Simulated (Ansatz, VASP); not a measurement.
# Ca: VASP beside Ansatz

```
Ca
1.0
     0.00000    2.70623    2.70623
     2.70623    0.00000    2.70623
     2.70623    2.70623    0.00000
Ca
1
Direct
  0.00000 0.00000 0.00000
```

Change from the starting cell: volume scaled by 0.9405, PAW files.

Alike in both runs: task electric field gradients; functional PBE; k mesh 11 × 11 × 11; occupations fermi-dirac, width 0.03 eV; no spin polarisation.

|  | VASP | Ansatz |
| --- | --- | --- |
| version | VASP 6.6.1 | Ansatz 0.2.0 |
| potentials or method | VASP PAW PBE potentials, release 64 (Ca_sv) | PAW with Ansatz's default frozen-core files, scalar-relativistic |
| plane-wave cutoff (eV) | 520 | 420 |
| valence electrons in the cell | 10 | 10 |

|  | VASP | Ansatz | Ansatz less VASP |
| --- | --- | --- | --- |
| pressure (GPa) | 1.2 | 1.2 | -0.02 |
| Vzz of the field gradient on the site that differs most (V/Å²) | 0.0 | 0.0 | 0.00 |
